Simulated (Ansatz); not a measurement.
Runs of Ansatz 0.2.0 on Se. The structure is trigonal, space group P3_121 (No. 152). The conventional cell has a = 4.366 Å, b = 4.366 Å, c = 4.954 Å, α = 90.00°, β = 90.00°, γ = 120.00°. Se (site symmetry 2) has 2 Se at 2.37 Å as nearest neighbours. 

```csv
task,level,potentials or basis,spin,cell,k mesh,cutoff (eV),smearing,points for each segment of the path,other keys,mesh quality,gap on the mesh (eV),pressure (GPa),largest force (eV/Å)
single point,B3LYP5,Ansatz PAW earlier set,off,as given,5 × 5 × 4,580,fixed,-,-,not flagged,2.42,(c),0.15
band structure,BPBE,PseudoDojo standard (PBE files),"SOC, no magnetisation",cell strained at random at fixed volume,7 × 7 × 6,699,fermi-dirac 0.025 eV,14,scf.algorithm = direct_min; basis.ecutwfc = 51.4 Ry,not flagged,1.07,2.3,0.55
electron localisation function,r2SCAN0,Ansatz PAW,off,as given,5 × 5 × 4,500,methfessel-paxton 0.1 eV,-,-,not flagged,2.82,-0.1,0.37
density of states,rPW86-PBE+D4,JTH PAW,off,cell strained at random at fixed volume,7 × 7 × 6,270,fixed,-,-,not flagged,1.01,3.0,1.03
density of states,PBE0,Ansatz PAW,"SOC, no magnetisation",volume scaled by 1.08,5 × 5 × 4,420,methfessel-paxton 0.05 eV,-,-,not flagged,2.62,-3.2,0.89
atomic charges,HSE03+D4,Ansatz PAW,"SOC, no magnetisation",as given,4 × 4 × 3,420,fermi-dirac 0.15 eV,-,-,coarse,(a),-1.0,0.09
electrostatic potential,exchange-only PBE,Ansatz PAW,"SOC, no magnetisation",as given,7 × 7 × 6,420,fermi-dirac 0.1 eV,-,scf.eigensolver.kind = davidson; basis.precision = f64,not flagged,(b),11.3,1.06
```

**Question.** Estimate the missing entries.

**Answer.** (a) 2.06; (b) 1.21; (c) 4.0.

Caveats: some runs use coarse meshes; odd divisions of the mesh miss points on the zone boundary, where band edges often lie, so the gap on the mesh can be too wide (some runs); the PAW data sets come from PBE, with cores solved anew for the run's functional, which leaves a small shift of forces and pressure (some runs); the thresholds are loose for stress (some runs); the potentials were made for another functional, which shifts forces and pressure (some runs); the pressure holds a Pulay correction of +355.5 GPa for the finite cutoff (some runs); the cutoff lies under the one recommended for these potentials (some runs); the dispersion damping was fitted for another functional or another form of the correction (some runs).

A k mesh can miss the band edges, and rows without SOC leave out spin-orbit coupling on Se.

The runs don't all hold the same shells in valence.

Runs at the PBE level aren't shown here.
